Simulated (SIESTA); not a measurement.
## PbO2 under changes of volume

One of the cells (13.151 Å³/atom); the others are scaled copies at fixed shape and fractional positions:

```
CELL_PARAMETERS angstrom
0.00000 2.70199 2.70199
2.70199 0.00000 2.70199
2.70199 2.70199 0.00000
ATOMIC_POSITIONS crystal
Pb 0.00000 0.00000 0.00000
O 0.75000 0.75000 0.75000
O 0.25000 0.25000 0.25000
```

The cell comes from a database or a generator and needn't be the stable form of this composition.

```yaml
Program: SIESTA 5.4.2
Functional: PBEsol
Potentials_or_basis: PseudoDojo 0.4 standard (PBEsol files)
Basis: DZP (energy shift 0.003 Ry; two zetas on semicore shells)
Grid_cutoff: 800 Ry
Energy_shift: 0.003 Ry
k_mesh: 9 × 9 × 9
Occupations: fermi-dirac, width 0.05 eV
Spin: no spin polarisation
```

```tsv
volume (Å³/atom)	energy over the lowest point (meV/atom)	pressure (GPa)
12.362	17.74	9.2
12.625	?	?
12.888	0.35	1.7
13.151	0.00	-1.2
13.414	4.40	-4.0
13.677	12.88	-6.3
13.940	24.96	-8.4
```

What does the run at 12.625 Å³/atom give?

Energy over the lowest point 5.96 meV/atom; pressure 5.2 GPa.

Worked out: A Birch-Murnaghan fit of order 3 (a polynomial in V^(-2/3)) to the other rows has its minimum at 13.04 Å³/atom with B0 = V·E''(V) = 150 GPa and B' = 5.5. It gives 6.00 meV/atom at 12.625 Å³/atom, against the run's 5.96, and -dE/dV = 5.2 GPa, against 5.2.

Energies are extrapolated to zero smearing.

Caveats: the basis of atomic orbitals isn't converged, which shifts pressures, moduli and gaps.
